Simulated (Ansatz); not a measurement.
`[GeH3][SeH]` + `F[C](F)F`• → `[GeH2][SeH]`• + trifluoromethane  (hydrogen abstraction from a Ge–H bond)

Computed with Ansatz on PBE0-D4/def2-TZVP structures; ΔE is electronic, products minus reactants. CCSD(T)/CBS adds triple-zeta CCSD(T) − MP2 to the extrapolated MP2 energy (def2 sets, frozen cores). This one scheme is used for every species. DFT in def2-TZVPP. Open shells (•) are unrestricted, without spin–orbit coupling. For Ge, Se outer-core shells are correlated without core-valence functions, which leaves a few kJ/mol of doubt a bond. Scalar relativity is left out up to krypton.

```json
{"species": "`[GeH3][SeH]`", "revPBE-D4 energy (Eh)": "-4480.62598"}
{"species": "`F[C](F)F`•", "revPBE-D4 energy (Eh)": "-337.61424"}
{"species": "`[GeH2][SeH]`•", "revPBE-D4 energy (Eh)": "-4479.99487"}
{"species": "`FC(F)F`", "revPBE-D4 energy (Eh)": "-338.28724"}
```

Problem. Work out ΔE.

Solution. ΔE = (-4479.99487) + (-338.28724) − (-4480.62598) − (-337.61424) = -0.04189 Eh = -1.14 eV. CCSD(T)/CBS gives -1.14 eV.

Largest T1 diagnostic among the species: 0.014.

From BLYP to BHLYP (50 % exact exchange), in def2-TZVPP and without D4, ΔE moves by +0.06 eV. Leaving LDA and LC-ωPBE aside and taking each functional with its dispersion term where it has one, the values, not all of them listed here, spread over 0.15 eV, from ωB97M-V to r2SCAN0-D4. LDA lies −0.08 eV from PBE without D4. In def2-TZVPP, CCSD(T) changes the Hartree–Fock value by −0.21 eV (the triples alone add −0.01 eV) and MP2 by −0.24 eV.
